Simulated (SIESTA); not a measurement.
Write an ASE script for SIESTA 5.4.2 that does the following.

- Task: single point
- Functional: PBE
- Potentials or basis: PseudoDojo 0.4 standard (PBE files)
- Basis: DZP (energy shift 0.003 Ry; two zetas on semicore shells)
- Grid cutoff: 800 Ry
- Energy shift: 0.003 Ry
- k mesh: 10 × 10 × 10
- Occupations: fermi-dirac, width 0.05 eV
- Spin: no spin polarisation

Crystal: WS2.

```
W S
1.0
     1.57900    0.91164    6.16333
    -1.57900    0.91164    6.16333
     0.00000   -1.82327    6.16333
W S
1 2
Direct
  0.00000 0.00000 0.00000
  0.58100 0.58100 0.58100
  0.75030 0.75030 0.75030
```

Measurements of this composition are mostly on another form, of space group No. 194.

One way to write it, as run:

run.py

```python
from ase import Atoms
from ase.calculators.siesta import Siesta
from ase.units import Ry, GPa

atoms = Atoms(
    ['W', 'S', 'S'],
    cell=[
        [1.579, 0.9116360751, 6.1633333333],
        [-1.579, 0.9116360751, 6.1633333333],
        [0.0, -1.8232721501, 6.1633333333],
    ],
    scaled_positions=[
        [0.0, 0.0, 0.0],
        [0.581, 0.581, 0.581],
        [0.7503, 0.7503, 0.7503],
    ],
    pbc=True,
)

fdf = {
    'SCFMustConverge': False,
    'OccupationFunction': 'FD',
    'ElectronicTemperature': '0.05 eV',
    'MaxSCFIterations': '120',
    'SCF.Mixer.Method': 'Pulay',
    'SCF.Mixer.Weight': '0.25',
    'SCF.Mixer.History': '8',
    'SCF.DM.Tolerance': '5.0e-05',
    'SCF.H.Tolerance': '1.0e-03 eV',
    'WriteForces': 'true',
    'Charge.Mulliken': 'end',
    'PAO.Basis': ['W.1 5', 'n=5 0 2', '  3.045 0.000', 'n=6 0 2', '  7.641 0.000', 'n=5 1 2', '  3.655 0.000', 'n=6 1 1', '  7.641', 'n=5 2 2', '  6.655 0.000'],
}
calc = Siesta(
    label="WS2",
    command="siesta < PREFIX.fdf > PREFIX.out",
    pseudo_path="pseudos",
    pseudo_qualifier="",
    xc=('GGA', 'PBE'),
    basis_set="DZP",
    mesh_cutoff=800 * Ry,
    energy_shift=0.003 * Ry,
    kpts=[10, 10, 10],
    spin="non-polarized",
    fdf_arguments=fdf,
)
atoms.calc = calc

print(f"energy = {atoms.get_potential_energy():.6f} eV")
free = atoms.get_potential_energy(force_consistent=True)
print(f"free energy = {free:.6f} eV")
print("forces (eV/A):")
print(atoms.get_forces(apply_constraint=False).round(6))
print("stress (GPa, Voigt order, tension positive):", (atoms.get_stress() / GPa).round(4))
```

Potentials or basis: PseudoDojo 0.4 standard (PBE files), DZP (energy shift 0.003 Ry; two zetas on semicore shells).

Command:

```bash
$ python run.py
```

It gave:

* Pressure: 7.7 GPa
* Largest force: 0.991 eV/Å
* Band gap on the k mesh: 1.14 eV, indirect (least direct gap 2.30 eV)

Caveat: short orbitals over semicore shells can move pressures by several GPa; spin-orbit coupling is left out, which moves the levels of the heavy elements; the basis of atomic orbitals isn't converged, which shifts pressures, moduli and gaps.

Wall time 3.7 min on 1 thread of Arm Neoverse V1, on a shared host, peak memory 1.1 GiB.
